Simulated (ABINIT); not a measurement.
Input of an ABINIT 10.8.3 (patched build) run:

Contents of run.abi:

```
ndtset 2

pp_dirpath "./"
pseudos "In.GGA_PBE-JTH.xml"

acell 3.376906444 3.376906444 3.376906444 Angstrom
rprim
    -0.4813488401     0.4813488401     0.7325343598
     0.4813488401    -0.4813488401     0.7325343598
     0.4813488401     0.4813488401    -0.7325343598
ntypat 1
znucl 49
natom 1
typat 1
xred
     0.0000000000     0.0000000000     0.0000000000

ecut 26.0
pawecutdg 48.0
pawxcdev 0

ixc 15

occopt 3
tsmear 0.00183747

nstep 100

iomode 3
prtwf 0
prteig 0
prtebands 0
prtden1 1

kptopt1 1
ngkpt1 11 11 11
nshiftk1 1
shiftk1 0.0 0.0 0.0
nband1 11
tolvrs1 1.0e-9

iscf2 -2
getden2 1
nband2 17
nbdbuf2 4
tolwfr2 1.0e-11
kptopt2 -10
ndivsm2 5
prteig2 1
prtvol2 -3
kptbounds2
     0.0000000000     0.0000000000     0.0000000000
     0.0000000000     0.0000000000     0.5000000000
    -0.2158906645     0.2158906645     0.5000000000
    -0.3579453323     0.3579453323     0.3579453323
     0.0000000000     0.0000000000     0.0000000000
     0.5000000000     0.5000000000    -0.5000000000
     0.3579453323     0.6420546677    -0.3579453323
     0.0000000000     0.5000000000     0.0000000000
     0.2500000000     0.2500000000     0.2500000000
     0.5000000000     0.5000000000    -0.2158906645
     0.5000000000     0.5000000000    -0.5000000000
```

Potentials or basis: JTH PAW PBE v2.0.

Launch:

```console
$ abinit run.abi > log 2>&1
```

**Question.** What does it give for the band gap on the k mesh?

**Answer.** None (metal or under the smearing width).

**Question.** Predict the pressure.

**Answer.** 3.1 GPa.

Stress tensor (GPa, compression positive):
```
3.34 0.00 0.00
0.00 3.34 0.00
0.00 0.00 2.69
```

Caveat: the PAW data sets were made with another functional, which shifts forces and pressure a little; spin-orbit coupling is left out, which moves the levels of the heavy elements.
